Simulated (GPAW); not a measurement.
Here is a GPAW 26.7.0 calculation.

Contents of run.py:

```python
from ase import Atoms
from ase.dft.bandgap import bandgap
from ase.io import write
from ase.units import GPa
from gpaw import GPAW, PW

atoms = Atoms(['P', 'B'],
              cell=[[0.0, 2.269, 2.269],
                    [2.269, 0.0, 2.269],
                    [2.269, 2.269, 0.0]],
              scaled_positions=[[0.75, 0.75, 0.75],
                                [0.0, 0.0, 0.0]],
              pbc=True)

calc = GPAW(mode=PW(600),
            xc='PBE',
            kpts={'size': (8, 8, 8), 'gamma': True},
            occupations={'name': 'fermi-dirac', 'width': 0.05},
            nbands=11,
            maxiter=120,
            txt='gpaw.txt')
atoms.calc = calc
energy = atoms.get_potential_energy()
forces = atoms.get_forces()
stress = atoms.get_stress()
calc.write('gs.gpw')
write('result.traj', atoms)
print(f'Energy: {energy:.6f} eV')
print('Forces (eV/A):')
print(forces.round(4))
print('Stress (GPa):', (stress / GPa).round(3))
print('Fermi level:', round(calc.get_fermi_level(), 4), 'eV')
print(f'Gap: {bandgap(calc)[0]:.4f} eV, direct: {bandgap(calc, direct=True)[0]:.4f} eV')
```

Potentials or basis: GPAW PAW data sets (gpaw-data 1.2.1), pw.

Launch:

```console
$ OMP_NUM_THREADS=1 python run.py
```

What does it give for the pressure?

1.4 GPa.

Estimate the band gap on the k mesh.

1.27 eV, indirect (least direct gap 3.41 eV).

Caveat: the cutoff is short for stress and forces, so pressures can be off by a GPa or more. A k mesh can miss the band edges.
